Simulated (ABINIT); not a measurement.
A calculation with ABINIT 10.8.3 (patched build) of GaAs (native input, structure from a POSCAR):

run.abi

```
# Pseudopotentials
pp_dirpath "./"
pseudos "Ga.GGA_PBE-JTH.xml, As.GGA_PBE-JTH.xml"

# Structure
structure "poscar:POSCAR"
natom 2

# Plane-wave basis
ecut 462.593566 eV
pawecutdg 34.0
pawxcdev 0

# k points
kptopt 1
ngkpt 9 9 8
nshiftk 1
shiftk 0.0 0.0 0.0

# Exchange and correlation
ixc 11

# Bands and occupations
nband 18
occopt 3
tsmear 0.00183747

# SCF cycle
nstep 100
tolvrs 1.0e-9

# Output
iomode 3
prtwf 0
prteig 0
prtebands 0
enunit 1
prtden 1
prtvha 1
prtvclmb 1
prtpot 1
```

File POSCAR:

```
GaAs
1.0
    3.6064012100      0.0000000000      0.0000000000
   -1.8032006000      3.1232350600      0.0000000000
    0.0000000000      0.0000000000      3.5731941600
Ga As
1 1
Direct
    0.3333333300      0.6666666700      0.5000000000  Ga
    0.0000000000      0.0000000000      0.0000000000  As
```

Potentials or basis: JTH PAW PBE v2.0.

Launch:

```console
$ abinit run.abi > log 2>&1
```

The cell was built by a generator and needn't be a form met in nature.

Problem. Write the same calculation in another form: ASE script, structure from a P1 CIF.

Solution. As run:

File run.py:

```python
import json, os
import numpy as np
from ase.units import GPa
from ase.calculators.abinit import Abinit, AbinitProfile
from ase.io import read

atoms = read('GaAs.cif')

profile = AbinitProfile(command='abinit', pp_paths=[os.path.abspath('pseudos')])
params = dict(
    pps='pawxml', xc='PBE',
    ecut=462.5936,
    pawecutdg=925.1871,
    pawxcdev=0,
    kptopt=1,
    ngkpt=[9, 9, 8],
    nshiftk=1,
    shiftk=[0.0, 0.0, 0.0],
    ixc=11,
    nband=18,
    occopt=3,
    tsmear=0.05,
    nstep=100,
    tolvrs=1e-09,
    prtwf=0,
    prtden=0,
)

atoms.calc = Abinit(profile=profile, directory='run', **params)
energy = atoms.get_potential_energy()
forces = atoms.get_forces()
stress = atoms.get_stress()
print(f'energy {energy:.6f} eV')
print('forces (eV/A)')
print(np.round(forces, 5))
print('stress (GPa, Voigt, tension positive)', np.round(stress / GPa, 4))
json.dump(dict(energy=energy, forces=forces.tolist(), stress=stress.tolist(), cell=atoms.cell.tolist(), frac=atoms.get_scaled_positions(wrap=False).tolist()), open('results.json', 'w'))
```

File GaAs.cif:

```cif
data_GaAs
_cell_length_a 3.60640121
_cell_length_b 3.60640120
_cell_length_c 3.57319416
_cell_angle_alpha 90.00000000
_cell_angle_beta 90.00000000
_cell_angle_gamma 119.99999996
_space_group_name_H-M_alt 'P1'
_space_group_name_Hall 'P 1'
_space_group_IT_number 1
loop_
_space_group_symop_operation_xyz
'x,y,z'
loop_
_atom_site_label
_atom_site_type_symbol
_atom_site_symmetry_multiplicity
_atom_site_Wyckoff_symbol
_atom_site_fract_x
_atom_site_fract_y
_atom_site_fract_z
_atom_site_occupancy
Ga1 Ga 1 a 0.3333333300 0.6666666700 0.5000000000 1
As1 As 1 a 0.0000000000 0.0000000000 0.0000000000 1
```

Potentials or basis: JTH PAW PBE v2.0.

Command:

```sh
$ python run.py
```

Both were run:

|  | native input, structure from a POSCAR | ASE script, structure from a P1 CIF |
| --- | --- | --- |
| Pressure | -0.6 GPa | -0.6 GPa |
| Band gap on the k mesh | none (metal or under the smearing width) | none (metal or under the smearing width) |
| Valence electrons inside the program's atomic spheres | Ga 10.96; As 12.55 | Ga 10.96; As 12.55 |

Keys that steer only the numerical path or the files written may differ.
